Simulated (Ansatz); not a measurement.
BeO:
```
BeO
1.0
    2.69043     0.00000     0.00000
   -1.34522     2.32998     0.00000
    0.00000     0.00000     4.36993
Be O
2 2
Cartesian
  1.34522   0.77666   0.00058
  0.00000   1.55332   2.18554
  1.34522   0.77666   1.65126
  0.00000   1.55332   3.83622
```

Relaxed with r²SCAN. Special points in fractions of this cell's reciprocal vectors: Γ (0.000, 0.000, 0.000); M (0.500, 0.000, 0.000); K (0.333, 0.333, 0.000); A (0.000, 0.000, 0.500); L (0.500, 0.000, 0.500); H (0.333, 0.333, 0.500).

### Question
List the band energies nearest the valence-band maximum at these points for r²SCAN in the plane-wave PAW code Ansatz.

### Answer
In eV from the valence-band maximum; about four levels below and three above (degenerate sets whole), none deeper than 8.9 eV; points with the same levels are listed once.

| k | below | above |
|---|---|---|
| Γ | -1.03 -1.03 -0.04 -0.04 0.00 | 8.55 12.77 15.61 15.61 |
| M | -3.46 -2.71 -1.98 -0.95 | 10.73 11.22 14.55 |
| K | -3.72 -3.72 -2.97 -2.46 -2.46 | 10.01 13.94 15.77 15.77 |
| A | -0.55 -0.55 -0.55 -0.55 | 10.90 10.90 15.89 15.89 |
| L | -1.91 -1.91 -1.77 -1.77 | 10.00 10.00 15.84 15.84 |
| H | -4.50 -4.50 -1.30 -1.30 | 12.65 12.65 13.25 13.25 |

Space group P6_3mc (wurtzite). The cell was relaxed with r²SCAN under the symmetry of its start; phonons on a q-mesh show no instability.

Potentials: the later of the program's two PAW sets.
